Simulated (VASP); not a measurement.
# BeS (F-43m) in VASP: further runs, part 2 of 2

VASP 6.6.1. Earlier steps stand in the parts before.

## (4) Relaxation of cell and atoms, r2SCAN, target pressure 0.6 GPa, at which the enthalpy is minimised

Input file INCAR:

```
SYSTEM = BeS
ALGO = Normal
EDIFF = 1E-6
EDIFFG = -0.01
ENCUT = 600
IBRION = 2
ISIF = 3
ISMEAR = 0
LASPH = .TRUE.
LCHARG = .FALSE.
LMIXTAU = .TRUE.
LREAL = .FALSE.
LWAVE = .FALSE.
METAGGA = R2SCAN
NELM = 80
NSW = 90
PREC = Accurate
PSTRESS = 6.0
SIGMA = 0.03
```

Input file KPOINTS:

```
k-points
0
G
  10 10 10
  0 0 0
```

Input file POSCAR:

```
BeS
1.0
    0.0000000000      2.4250000000      2.4250000000
    2.4250000000      0.0000000000      2.4250000000
    2.4250000000      2.4250000000      0.0000000000
Be S
1 1
Direct
    0.0000000000      0.0000000000      0.0000000000
    0.2500000000      0.2500000000      0.2500000000
```

Potentials or basis: VASP PAW PBE potentials, release 64 (Be, S).

The run is started by

```console
$ cat potpaw_PBE.64/Be/POTCAR potpaw_PBE.64/S/POTCAR > POTCAR
$ mpirun -np 1 vasp_std > vasp.out
```

OUTCAR:

```text
SYSTEM = BeS
   EDIFF = 1E-6
   EDIFFG = -0.01
   ENCUT = 600
   IBRION = 2
   ISIF = 3
   ISMEAR = 0
   LASPH = .TRUE.
   LREAL = .FALSE.
   METAGGA = R2SCAN
   NELM = 80
   NSW = 90
   PREC = Accurate
   PSTRESS = 6.0

 ion  position               nearest neighbor table
   1  0.000  0.000  0.000-   2 2.10   2 2.10   2 2.10   2 2.10
   2  0.250  0.250  0.250-   1 2.10   1 2.10   1 2.10   1 2.10

  LATTYP: Found a face centered cubic cell.
 ALAT       =     4.8500000000

  Lattice vectors:

 A1 = (   0.0000000000,   2.4250000000,   2.4250000000)
 A2 = (   2.4250000000,   0.0000000000,   2.4250000000)
 A3 = (   2.4250000000,   2.4250000000,   0.0000000000)

Analysis of symmetry for initial positions (statically):
=====================================================================
 Subroutine PRICEL returns:
[... 255 lines left out ...]
  ---------------------------------------------------
  free energy    TOTEN  =       -14.78674500 eV

  energy without entropy =      -14.78674500  energy(sigma->0) =      -14.78674500

 E-fermi :   4.0770     XC(G=0): -10.1470

 val. band max:        3.8800860756   @ k =   0.0000   0.0000   0.0000
 cond. band min:       7.4718291034   @ k =   0.5000   0.5000   0.0000
 fundamental gap:      3.5917430278
 Fermi energy:         4.0770167787

 k-point     1 :       0.0000    0.0000    0.0000
  band No.  band energies     occupation
      1     -10.3582      2.00000
      2       3.8801      2.00000
      3       3.8801      2.00000
      4       3.8801      2.00000
      5      10.1422      0.00000
      6      10.1422      0.00000
      7      10.1422      0.00000
      8      10.4925      0.00000
[... 243 lines left out ...]
 k-point    24 :       0.4000    0.3000    0.0000
  band No.  band energies     occupation
      1      -8.7139      2.00000
      2      -0.3736      2.00000
      3       1.3994      2.00000
      4       1.6609      2.00000
      5       8.4614      0.00000
      6      10.2395      0.00000
      7      14.8272      0.00000
      8      14.9421      0.00000

 [... further k-points ...]
[... 5 lines left out ...]
  --------------------------------------------------------------------------------------
  -------------------------------------------------------------------------------------
  Total        0.1064482      0.1064482      0.1064482     -0.0000000     -0.0000000     -0.0000000
  in kB        5.9296359      5.9296359      5.9296359     -0.0000000     -0.0000000     -0.0000000
  external PRESSURE =      -0.0703641 kB  Pullay stress =       6.0000000 kB
[... 21 lines left out ...]
  energy  without entropy=      -14.7867449966  energy(sigma->0) =      -14.78674500

  enthalpy is  TOTEN    =       -14.6790335873 eV   P V=        0.1077114093

 reached required accuracy - stopping structural energy minimisation
```

CONTCAR:

```text
BeS
   1.00000000000000
    -0.0000000000000000    2.4318139655617284    2.4318139655617284
     2.4318139655617284   -0.0000000000000000    2.4318139655617284
     2.4318139655617284    2.4318139655617284    0.0000000000000000
  Be              S
     1     1
Direct
     0.0000000000000000    0.0000000000000000    0.0000000000000000
     0.2500000000000000    0.2500000000000000    0.2500000000000000

  0.00000000E+00  0.00000000E+00  0.00000000E+00
  0.00000000E+00  0.00000000E+00  0.00000000E+00
```

Wall time 1.9 min (1 thread of Intel Xeon Platinum 8259CL at 2.50GHz (Skylake/Cascade Lake), shared host); peak memory 0.16 GiB.

What came out:

```
Free energy                                            : -14.7867 eV
Relaxed volume                                         : 14.38 Å³/atom
Relaxed cell                                           : a = 3.439 Å, b = 3.439 Å, c = 3.439 Å, α = 60.00°, β = 60.00°, γ = 60.00°
Space group after relaxing (to 0.05 Å)                 : F-43m (No. 216)
Energy change on relaxing (the enthalpy is what falls) : -0.8 meV/atom
Ionic steps                                            : 3
Pressure after relaxing                                : 0.6 GPa
Band gap on the k mesh                                 : 3.59 eV, indirect (least direct gap 6.26 eV)
```

Step by step:
| step | energy change (eV) | largest force (eV/Å) | pressure (GPa) | volume (Å³) |
| --- | --- | --- | --- | --- |
| 1 | 0.0000 | 0.0000 | 1.45 | 28.52 |
| 2 | -0.0017 | 0.0000 | 0.39 | 28.83 |
| 3 | -0.0015 | 0.0000 | 0.59 | 28.76 |

Final structure:
```xyz
2
Lattice="0.0000 2.4318 2.4318 2.4318 0.0000 2.4318 2.4318 2.4318 0.0000" Properties=species:S:1:pos:R:3 pbc="T T T"
Be    0.0000    0.0000    0.0000
S     1.2159    1.2159    1.2159
```

Caveat: the cell is relaxed towards a set pressure, so the enthalpy falls and the energy may rise; the PAW data sets were made with another functional, which shifts forces and pressure a little.

## (5) Relaxation of cell and atoms, r2SCAN, target pressure 0.6 GPa, at which the enthalpy is minimised

This run uses another cell than the first one, of 14.38 Å³/atom, 1.008 times its volume.

Changes to INCAR since step 4:

```diff
@@ -2,4 +2,4 @@
 ALGO = Normal
-EDIFF = 1E-6
-EDIFFG = -0.01
+EDIFF = 1E-7
+EDIFFG = -0.005
 ENCUT = 600
```

KPOINTS is that of step 4.

Input file POSCAR:

```
BeS                                     
1.0
   -0.0000000000      2.4318139656      2.4318139656
    2.4318139656     -0.0000000000      2.4318139656
    2.4318139656      2.4318139656      0.0000000000
  Be              S             
     1     1
Direct
     0.0000000000000000    0.0000000000000000    0.0000000000000000
     0.2500000000000000    0.2500000000000000    0.2500000000000000
```

Potentials or basis: VASP PAW PBE potentials, release 64 (Be, S).

The run is started by

```console
$ cat potpaw_PBE.64/Be/POTCAR potpaw_PBE.64/S/POTCAR > POTCAR
$ mpirun -np 1 vasp_std > vasp.out
```

OUTCAR:

```text
SYSTEM = BeS
   EDIFF = 1E-7
   EDIFFG = -0.005
   ENCUT = 600
   IBRION = 2
   ISIF = 3
   ISMEAR = 0
   LASPH = .TRUE.
   LREAL = .FALSE.
   METAGGA = R2SCAN
   NELM = 80
   NSW = 90
   PREC = Accurate
   PSTRESS = 6.0

 ion  position               nearest neighbor table
   1  0.000  0.000  0.000-   2 2.11   2 2.11   2 2.11   2 2.11
   2  0.250  0.250  0.250-   1 2.11   1 2.11   1 2.11   1 2.11

  LATTYP: Found a face centered cubic cell.
 ALAT       =     4.8636279312

  Lattice vectors:

 A1 = (   0.0000000000,   2.4318139656,   2.4318139656)
 A2 = (   2.4318139656,   0.0000000000,   2.4318139656)
 A3 = (   2.4318139656,   2.4318139656,   0.0000000000)

Analysis of symmetry for initial positions (statically):
=====================================================================
 Subroutine PRICEL returns:
 Original cell was already a primitive cell.

 Routine SETGRP: Setting up the symmetry group for a
 face centered cubic supercell.

 Subroutine GETGRP returns: Found 24 space group operations
 (whereof 24 operations were pure point group operations)
 out of a pool of 48 trial point group operations.

The static configuration has the point symmetry T_d .

Analysis of symmetry for dynamics (positions and initial velocities):
=====================================================================
 Subroutine PRICEL returns:
 Original cell was already a primitive cell.

 Routine SETGRP: Setting up the symmetry group for a
 face centered cubic supercell.

 Subroutine GETGRP returns: Found 24 space group operations
 (whereof 24 operations were pure point group operations)
 out of a pool of 48 trial point group operations.

The dynamic configuration has the point symmetry T_d .

 Subroutine INISYM returns: Found 24 space group operations
 (whereof 24 operations are pure point group operations),
 and found     1 'primitive' translations

----------------------------------------------------------------------------------------

                                     Primitive cell

  volume of cell :      28.7621

  direct lattice vectors                    reciprocal lattice vectors
     0.000000000  2.431813966  2.431813966    -0.205607833  0.205607833  0.205607833
     2.431813966  0.000000000  2.431813966     0.205607833 -0.205607833  0.205607833
     2.431813966  2.431813966  0.000000000     0.205607833  0.205607833 -0.205607833

  length of vectors
     3.439104291  3.439104291  3.439104291     0.356123213  0.356123213  0.356123213

  position of ions in fractional coordinates (direct lattice)
     0.000000000  0.000000000  0.000000000
     0.250000000  0.250000000  0.250000000

  ion indices of the primitive-cell ions
   primitive index   ion index
                 1           1
                 2           2

----------------------------------------------------------------------------------------

 KPOINTS: k-points

Automatic generation of k-mesh.
 Grid dimensions read from file:
 generate k-points for:   10   10   10

 Generating k-lattice:

  Cartesian coordinates                     Fractional coordinates (reciprocal lattice)
    -0.020560783  0.020560783  0.020560783     0.100000000  0.000000000  0.000000000
     0.020560783 -0.020560783  0.020560783     0.000000000  0.100000000  0.000000000
     0.020560783  0.020560783 -0.020560783     0.000000000  0.000000000  0.100000000

  Length of vectors
     0.035612321  0.035612321  0.035612321

  Shift w.r.t. Gamma in fractional coordinates (k-lattice)
     0.000000000  0.000000000  0.000000000

 Subroutine IBZKPT returns following result:
 ===========================================

 Found     47 irreducible k-points:

 Following reciprocal coordinates:
            Coordinates               Weight
  0.000000  0.000000  0.000000      1.000000
  0.100000  0.000000  0.000000      8.000000
  0.200000  0.000000  0.000000      8.000000
  0.300000  0.000000  0.000000      8.000000
  0.400000  0.000000  0.000000      8.000000
  0.500000  0.000000  0.000000      4.000000
[... 16 lines left out ...]
  0.300000  0.300000  0.000000      6.000000
  0.400000  0.300000  0.000000     24.000000
 [... further k-points ...]
   k-points           NKPTS =     47   k-points in BZ     NKDIM =     47   number of bands    NBANDS=      8
   number of dos      NEDOS =    301   number of ions     NIONS =      2
   total plane-waves  NPLWV =  21952
   dimension x,y,z NGX =    28 NGY =   28 NGZ =   28
   dimension x,y,z NGXF=    56 NGYF=   56 NGZF=   56
   ions per type =               1   1
   NGX,Y,Z   is equivalent  to a cutoff of  13.54, 13.54, 13.54 a.u.
   NGXF,Y,Z  is equivalent  to a cutoff of  27.07, 27.07, 27.07 a.u.
 SYSTEM =  BeS
   PREC   = accura    normal or accurate (medium, high low for compatibility)
   ISTART =      0    job   : 0-new  1-cont  2-samecut
   ICHARG =      2    charge: 1-file 2-atom 10-const
   ISPIN  =      1    spin polarized calculation?
   LNONCOLLINEAR =      F non collinear calculations
   LSORBIT =      F    spin-orbit coupling
   LASPH  =      T    aspherical Exc in radial PAW
   ENCUT  =  600.0 eV  44.10 Ry    6.64 a.u.   6.87  6.87  6.87*2*pi/ulx,y,z
   NELM   =     80;   NELMIN=  2; NELMDL= -5     # of ELM steps
   EDIFF  = 0.1E-06   stopping-criterion for ELM
   LREAL  =      F    real-space projection
   EDIFFG = -.5E-02   stopping-criterion for IOM
   NSW    =     90    number of steps for IOM
   IBRION =      2    ionic relax: 0-MD 1-quasi-New 2-CG
   NFREE  =      1    steps in history (QN), initial steepest desc. (CG)
   ISIF   =      3    stress and relaxation
   ISYM   =      2    0-nonsym 1-usesym 2-fastsym
   POTIM  = 0.5000    time-step for ionic-motion
   TEBEG  =    0.0;   TEEND  =   0.0 temperature during run
   PSTRESS=    6.0 pullay stress
   NELECT =       8.0000    total number of electrons
   NUPDOWN=      -1.0000    fix difference up-down
   EMIN   =  10.00;   EMAX   =-10.00  energy-range for DOS
   EFERMI =   0.00;   METHOD = LEGACY
   ISMEAR =     0;   SIGMA  =   0.03  broadening in eV -4-tet -1-fermi 0-gaus
   EFERMI_NEDOS =   21; number of points for ismear=-14 and -15
   IALGO  =     38    algorithm
   IMIX   =      4    mixing-type and parameters
     AMIX     =   0.40;   BMIX     =  1.00
     AMIX_MAG =   1.60;   BMIX_MAG =  1.00
  volume/ion in A,a.u.               =      14.38        97.05
  Fermi-wavevector in a.u.,A,eV,Ry     =   1.068639  2.019435 15.537717  1.141990
  Thomas-Fermi vector in A             =   2.204294
   LORBIT       =      0    0 simple, 1 ext, 2 COOP (PROOUT), +10 PAW based schemes
   METAGGA = R2SCAN    functional components
   LHFCALC =     F    Hartree Fock is set to
   AEXX    =    0.0000 exact exchange contribution
   IVDW    =     0    specifies the selected vdW correction
   LEPSILON=     F    determine dielectric tensor
   LRPA    =     F    only Hartree local field effects (RPA)
 conjugate gradient relaxation of ions
 non-spin polarized calculation
 Gauss-broadening in eV      SIGMA  =   0.03
  energy-cutoff  :      600.00
  volume of cell :       28.76
 maximum number of plane-waves:       982
   NGX = 13   NGY = 13   NGZ = 13

 number of electron       7.9999999 magnetization

 Free energy of the ion-electron system (eV)
  ---------------------------------------------------
  ext. energy  EPLUGINS =         0.00000000
  ---------------------------------------------------
  free energy    TOTEN  =       -14.78677093 eV

  energy without entropy =      -14.78677093  energy(sigma->0) =      -14.78677093

 E-fermi :   4.0769     XC(G=0): -10.1469

 val. band max:        3.8799700481   @ k =   0.0000   0.0000   0.0000
 cond. band min:       7.4717479659   @ k =   0.5000   0.5000   0.0000
 fundamental gap:      3.5917779178
 Fermi energy:         4.0769225415

 k-point     1 :       0.0000    0.0000    0.0000
  band No.  band energies     occupation
      1     -10.3582      2.00000
      2       3.8800      2.00000
      3       3.8800      2.00000
      4       3.8800      2.00000
      5      10.1423      0.00000
      6      10.1423      0.00000
      7      10.1423      0.00000
      8      10.4923      0.00000
[... 243 lines left out ...]
 k-point    24 :       0.4000    0.3000    0.0000
  band No.  band energies     occupation
      1      -8.7140      2.00000
      2      -0.3736      2.00000
      3       1.3994      2.00000
      4       1.6609      2.00000
      5       8.4614      0.00000
      6      10.2394      0.00000
      7      14.8271      0.00000
      8      14.9420      0.00000

 [... further k-points ...]
[... 5 lines left out ...]
  --------------------------------------------------------------------------------------
  -------------------------------------------------------------------------------------
  Total        0.1079945      0.1079945      0.1079945     -0.0000000     -0.0000000      0.0000000
  in kB        6.0157669      6.0157669      6.0157669     -0.0000000     -0.0000000      0.0000000
  external PRESSURE =       0.0157669 kB  Pullay stress =       6.0000000 kB

 VOLUME and BASIS-vectors are now :
 -----------------------------------------------------------------------------
  energy-cutoff  :      600.00
  volume of cell :       28.76
      direct lattice vectors                 reciprocal lattice vectors
     0.000000000  2.431813966  2.431813966    -0.205607833  0.205607833  0.205607833
     2.431813966  0.000000000  2.431813966     0.205607833 -0.205607833  0.205607833
     2.431813966  2.431813966  0.000000000     0.205607833  0.205607833 -0.205607833

 POSITION                                       TOTAL-FORCE (eV/Angst)
 -----------------------------------------------------------------------------------
      0.00000      0.00000      0.00000        -0.000000     -0.000000     -0.000000
      1.21591      1.21591      1.21591         0.000000      0.000000      0.000000
 -----------------------------------------------------------------------------------
    total drift:                                0.000000      0.000000      0.000000

  FREE ENERGIE OF THE ION-ELECTRON SYSTEM (eV)
  ---------------------------------------------------
  free  energy   TOTEN  =       -14.7867709317 eV

  energy  without entropy=      -14.7867709317  energy(sigma->0) =      -14.78677093

  enthalpy is  TOTEN    =       -14.6790595224 eV   P V=        0.1077114093

 reached required accuracy - stopping structural energy minimisation
```

CONTCAR:

```text
BeS
   1.00000000000000
     0.0000000000000000    2.4318139656000000    2.4318139656000000
     2.4318139656000000    0.0000000000000000    2.4318139656000000
     2.4318139656000000    2.4318139656000000    0.0000000000000000
  Be              S
     1     1
Direct
     0.0000000000000000    0.0000000000000000    0.0000000000000000
     0.2500000000000000    0.2500000000000000    0.2500000000000000

  0.00000000E+00  0.00000000E+00  0.00000000E+00
  0.00000000E+00  0.00000000E+00  0.00000000E+00
```

Wall time 65 s (1 thread of Intel Xeon Platinum 8259CL at 2.50GHz (Skylake/Cascade Lake), shared host); peak memory 0.16 GiB.

Results:

| Quantity | Value |
| --- | --- |
| Free energy | -14.7868 eV |
| Pressure after relaxing | 0.6 GPa |
| Band gap on the k mesh | 3.59 eV, indirect (least direct gap 6.26 eV) |

Final structure:
```xyz
2
Lattice="0.0000 2.4318 2.4318 2.4318 0.0000 2.4318 2.4318 2.4318 0.0000" Properties=species:S:1:pos:R:3 pbc="T T T"
Be    0.0000    0.0000    0.0000
S     1.2159    1.2159    1.2159
```

Levels at points of the mesh, in eV from the valence-band top:
```
           k point  band 1  band 2  band 3  band 4  band 5  band 6  band 7  band 8
(0.00, 0.00, 0.00)  -14.24    0.00    0.00    0.00    6.26    6.26    6.26    6.61
(0.50, 0.00, 0.00)  -12.58   -5.90   -1.05   -1.05    6.07    7.14    7.14   12.02
(0.50, 0.50, 0.00)  -12.02   -5.14   -2.68   -2.68    3.59    5.39   13.80   13.80
```

Caveat: the relaxation stopped at its first step, so nothing moved; the cell is relaxed towards a set pressure, so the enthalpy falls and the energy may rise; the PAW data sets were made with another functional, which shifts forces and pressure a little. r2SCAN opens gaps a little over a GGA but as a rule still falls short of measured ones.
